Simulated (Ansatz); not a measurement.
ZnO under changes of volume

One of the cells (16.689 Å³/atom); the others are scaled copies at fixed shape and fractional positions:

```
Zn O
1.0
     3.28797    0.00000    0.00000
    -1.64398    2.84746    0.00000
     0.00000    0.00000    7.13044
Zn O
2 2
Direct
  0.00000 0.00000 0.25000
  0.00000 0.00000 0.75000
  0.66667 0.33333 0.75000
  0.33333 0.66667 0.25000
```

Measurements of this composition are mostly on another form, of space group No. 186.

- Program: Ansatz 0.2.0
- Functional: LDA
- Potentials or basis: Ansatz PAW
- Cutoff: 420 eV (not typed: the program's choice for these potentials)
- k mesh: 9 × 9 × 4
- Occupations: fermi-dirac, width 0.05 eV
- Spin: no spin polarisation

| volume (Å³/atom) | energy over the lowest point (meV/atom) | pressure (GPa) |
| --- | --- | --- |
| 15.688 | 0.00 | -2.8 |
| 16.022 | 8.01 | -4.8 |
| 16.356 | 19.98 | -6.6 |
| 16.689 | 35.39 | -8.2 |
| 17.023 | 53.96 | -9.6 |
| 17.357 | ? | ? |
| 17.691 | 98.97 | -11.9 |

Problem. What does the run at 17.357 Å³/atom give?

Solution. Energy over the lowest point 75.21 meV/atom; pressure -10.8 GPa.

Worked out: A Birch-Murnaghan fit of order 3 (a polynomial in V^(-2/3)) to the other rows has its minimum at 15.28 Å³/atom, just outside them, with B0 = V·E''(V) = 114 GPa and B' = 4.6 at fixed shape and positions, which overstates the stiffness. It gives 75.25 meV/atom at 17.357 Å³/atom, against the run's 75.21, and -dE/dV = -10.8 GPa, against -10.8.

Energies are extrapolated to zero smearing.

Caveats: the PAW data sets come from PBE, with cores solved anew for the run's functional, which leaves a small shift of forces and pressure.
